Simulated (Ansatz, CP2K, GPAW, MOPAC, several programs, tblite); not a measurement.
## Many methods on one cell: SrO (h-MgO type)

SrO in the h-MgO-type structure, relaxed with r2SCAN in Ansatz, was computed with several methods. It is hexagonal, P6_3/mmc (No. 194); a = 4.270 Å, c = 5.144 Å in the conventional setting, 20.31 Å³ an atom. Sr is surrounded by 5 O at 2.47–2.57 Å; O is surrounded by 5 Sr at 2.47–2.57 Å. All values are calculated for a non-magnetic cell, which may be hypothetical.

```
Sr O
1.0
     4.27003    0.00000    0.00000
    -2.13501    3.69795    0.00000
     0.00000    0.00000    5.14446
Sr O
2 2
Direct
  0.33333 0.66667 0.25000
  0.66667 0.33333 0.75000
  0.66667 0.33333 0.25000
  0.33333 0.66667 0.75000
```

Gaps and times are for a single point on this cell; volume and bulk modulus come from each method's own relaxation or energy curve at fixed shape, which is too stiff where a cell has free coordinates or axes. Times are rough, from shared hosts (Arm Neoverse V1), and each method has its own mesh and cell size. A dagger marks a closed or tiny gap in a crystal that DFT finds insulating: a failure of the method or a wrong SCF state. A double dagger marks a value from a curve with shape and coordinates held. GFN1-xTB (tblite): levels, charges or heat of formation failed a check of plausibility, so no values are given. PM6 (MOPAC), PM7 (MOPAC), GFN1-xTB (tblite), GFN2-xTB (tblite) treat a cluster of cells at its zone centre, which samples few k points: where these miss a band edge, the gap comes out too large for that reason alone. Gaps from k meshes are read at a limited set of points (mesh, symmetry points, PBE's band edges), so each method's own least gap may be somewhat smaller. xTB and the PM methods were fitted mostly to molecules, and can miss a solid's gap by electronvolts. Minimal bases can be far off for gaps. GLLB-SC's gap includes the derivative discontinuity. d marks a direct gap, i an indirect one (no mark: not told apart), a dash a value that wasn't computed or didn't pass its checks.

```csv
method,kind,gap (eV),own volume (Å³/atom),bulk modulus (GPa),atoms computed,processor time
light PBE (260 eV and a coarse mesh),light plane-wave,2.62 d,–,–,4,1.3 s
PM7 (MOPAC),semi-empirical,8.28,–,–,72,2.8 s
PM6 (MOPAC),semi-empirical,6.83,–,–,72,3.1 s
GFN1-xTB (tblite),tight binding,–,–,–,72,6.8 s
GFN2-xTB (tblite),tight binding,0.08†,–,–,72,8.5 s
PBE,semilocal,2.66 d,20.66,69‡,4,8.9 s
PBE/SZV (CP2K),small basis,0.02†,–,–,4,12 s
r2SCAN,semilocal,3.03 d,20.31,75‡,4,22 s
PBE/DZVP (CP2K),small basis,2.64 d,20.88‡,70‡,4,23 s
GLLB-SC (GPAW),model potential,6.03,–,–,4,57 s
```

Against r2SCAN (3.03 eV) and with closed or daggered gaps left aside, the nearest gap at the points sampled is that of PBE (-0.37 eV) and the farthest that of PM7 (MOPAC) (+5.25 eV). r2SCAN is only a yardstick of convenience: semilocal gaps usually lie below measured ones, which GLLB-SC and hybrids aim to mend.

Volumes against r2SCAN's: PBE +1.7 %.

Runs without a result: PBE/single zeta (GPAW) (single point, out of time).
